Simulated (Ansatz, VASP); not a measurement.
**One calculation of Au, two programs**

```
Au
1.0
     2.90000    0.00000    0.00000
    -1.45000    2.46124    0.00000
     0.00000    0.00000    4.88000
Au
2
Direct
  0.33333 0.66667 0.75000
  0.66667 0.33333 0.25000
```

Change from the starting cell: strain -0.0200 x Voigt [0, 1, 0, 0, 0, 0], atoms carried along.

Alike in both runs: task single point; functional r2SCAN; k mesh 18 × 18 × 10; occupations gaussian, width 0.15 eV; no spin polarisation.

```csv
,VASP,Ansatz
version,VASP 6.6.1,Ansatz 0.2.0
potentials or method,"VASP PAW PBE potentials, release 64 (Au)","scalar-relativistic, plane waves, PAW"
plane-wave cutoff (eV),520,500
valence electrons in the cell,22,38
```

|  | VASP | Ansatz | Ansatz less VASP |
| --- | --- | --- | --- |
| gap on the k mesh at the Fermi level (eV) | none | none | - |
| pressure (GPa) | 1.9 | 1.6 | -0.28 |
| largest component of the traceless stress (GPa) | 0.46 | 0.41 | -0.050 |
| rms of the force components (eV/Å) | 0.006 | 0.006 | -0.0002 |

Atom by atom the forces differ by 0.000 eV/Å (rms over components). A gap of «none» marks a metal or a gap that the smearing closes. With one functional, cell and mesh, what is left measures potentials, basis and numerics. The two sets of potentials don't hold the same shells in valence.

Caveats: the PAW data sets were made with another functional, which shifts forces and pressure a little (VASP). Spin-orbit coupling is left out, which matters for the levels of Au.
